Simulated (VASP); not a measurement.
TaN: single point with PBEsol

The system is TaN.

```
CELL_PARAMETERS angstrom
2.92427 0.00000 0.00000
-1.46214 2.53249 0.00000
0.00000 0.00000 2.87017
ATOMIC_POSITIONS crystal
Ta 0.33333 0.66667 0.50000
N 0.00000 0.00000 0.00000
```

The cell isn't the ideal one: cell and atoms relaxed tightly for response.

```yaml
Program: VASP 6.6.1
Task: single point
Functional: PBEsol
Potentials_or_basis: VASP PAW PBE potentials, release 64 (Ta_pv, N)
Cutoff: 520 eV
k_mesh: 18 × 18 × 14
Occupations: fermi-dirac, width 0.15 eV
Spin: no spin polarisation
Dipole_correction: no
Further_INCAR_settings: ALGO = Normal; EDIFF = 1e-06; NBANDS = 15
```

The pressure is 0.9 GPa. The band gap on the k mesh is none (metal or under the smearing width).

Stress tensor (GPa, compression positive):
```
0.78 0.00 0.00
0.00 0.78 0.00
0.00 0.00 0.98
```

Levels at points of the mesh, in eV from the Fermi level:
| k point | band 6 | band 7 | band 8 | band 9 | band 10 | band 11 |
| --- | --- | --- | --- | --- | --- | --- |
| (0.00, 0.00, 0.00) | -4.65 | -4.32 | -2.95 | 2.29 | 3.63 | 3.63 |
| (0.50, 0.00, 0.00) | -5.30 | -3.58 | -3.22 | 3.01 | 4.10 | 5.26 |
| (0.00, 0.00, 0.50) | -3.82 | -3.82 | -0.13 | -0.13 | 2.45 | 3.32 |
| (0.50, 0.00, 0.50) | -6.28 | -5.80 | -0.35 | 4.23 | 5.45 | 6.17 |

Run time: 34 s on 1 thread of Intel(R) Xeon(R) Platinum 8488C (Sapphire Rapids) (shared host), peak memory 0.21 GiB.

Caveat: the PAW data sets were made with another functional, which shifts forces and pressure a little. Spin-orbit coupling is left out, which matters for the levels of Ta.
